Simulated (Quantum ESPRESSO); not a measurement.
Pb: phonons at K under several settings

```
CELL_PARAMETERS angstrom
0.00000 2.47502 2.47502
2.47502 0.00000 2.47502
2.47502 2.47502 0.00000
ATOMIC_POSITIONS crystal
Pb 0.00000 0.00000 0.00000
```

All runs used Quantum ESPRESSO 7.5; potentials PseudoDojo 0.4.1 SR PBE standard; k mesh 9 × 9 × 9; no spin polarisation; cutoff 762 eV.

| level | geometry | occupations | volume (Å³/atom) | pressure (GPa) | frequencies (cm⁻¹) |
| --- | --- | --- | --- | --- | --- |
| AM05 | relaxed cell | methfessel-paxton, width 0.136 eV | ? | 0.0 | ? |
| BLYP | given cell, atoms relaxed | cold, width 0.2 eV | 30.32 | 5.9 | 35 45 67 |

What stands in the row left open?

Volume 30.10 Å³/atom; frequencies 41 45 65 cm⁻¹.

Caveats: the potentials were made for another functional, which shifts forces and pressure; the q point doesn't lie on the k mesh, which can shift a metal's frequencies strongly unless the mesh is converged; the cell is more than 3 GPa from zero pressure, which shifts response properties (some runs).

For the row left open. Caveat: the potentials were made for another functional, which shifts forces and pressure; the q point doesn't lie on the k mesh, which can shift a metal's frequencies strongly unless the mesh is converged.
